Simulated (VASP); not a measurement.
## Ni: single point with PBE

The system is Ni.

```
CELL_PARAMETERS angstrom
0.00000 1.76194 1.76194
1.76194 0.00000 1.76194
1.76194 1.76194 0.00000
ATOMIC_POSITIONS crystal
Ni 0.00000 0.00000 0.00000
```

* Program: VASP 6.6.1
* Task: single point
* Functional: PBE
* Potentials or basis: VASP PAW PBE potentials, release 64 (Ni)
* Cutoff: 520 eV
* k mesh: 22 × 22 × 22
* Occupations: gaussian, width 0.1 eV
* Spin: collinear spin, ferromagnetic start
* Starting moments: [0.8] μB

```
Pressure                                              : -0.9 GPa
Band gap on the k mesh                                : none (metal or under the smearing width)
Net moment                                            : 0.64 μB per cell
Site moments                                          : Ni +0.65 μB
Valence electrons inside the program's atomic spheres : Ni 9.30
```

Levels at points of the mesh, in eV from the Fermi level:
Spin up:
| k point | band 1 | band 2 | band 3 | band 4 | band 5 | band 6 | band 7 | band 8 | band 9 |
| --- | --- | --- | --- | --- | --- | --- | --- | --- | --- |
| (0.00, 0.00, 0.00) | -8.98 | -2.44 | -2.44 | -2.44 | -1.27 | -1.27 | 23.67 | 27.49 | 27.49 |
| (0.50, 0.00, 0.00) | -4.82 | -2.42 | -2.42 | -0.62 | -0.62 | -0.29 | 5.61 | 22.17 | 24.57 |
| (0.50, 0.50, 0.00) | -4.63 | -4.18 | -0.57 | -0.50 | -0.50 | 2.44 | 9.16 | 14.77 | 14.77 |
Spin down:
| k point | band 1 | band 2 | band 3 | band 4 | band 5 | band 6 | band 7 | band 8 | band 9 |
| --- | --- | --- | --- | --- | --- | --- | --- | --- | --- |
| (0.00, 0.00, 0.00) | -9.01 | -1.67 | -1.67 | -1.67 | -0.67 | -0.67 | 23.51 | 27.47 | 27.47 |
| (0.50, 0.00, 0.00) | -4.38 | -1.79 | -1.79 | -0.35 | 0.15 | 0.15 | 6.04 | 22.02 | 24.66 |
| (0.50, 0.50, 0.00) | -4.27 | -3.55 | 0.06 | 0.39 | 0.39 | 2.40 | 9.41 | 14.78 | 14.78 |

Wall time 62 s on 1 thread of Intel(R) Xeon(R) Platinum 8259CL CPU @ 2.50GHz (Skylake/Cascade Lake) (shared host), peak memory 0.17 GiB.
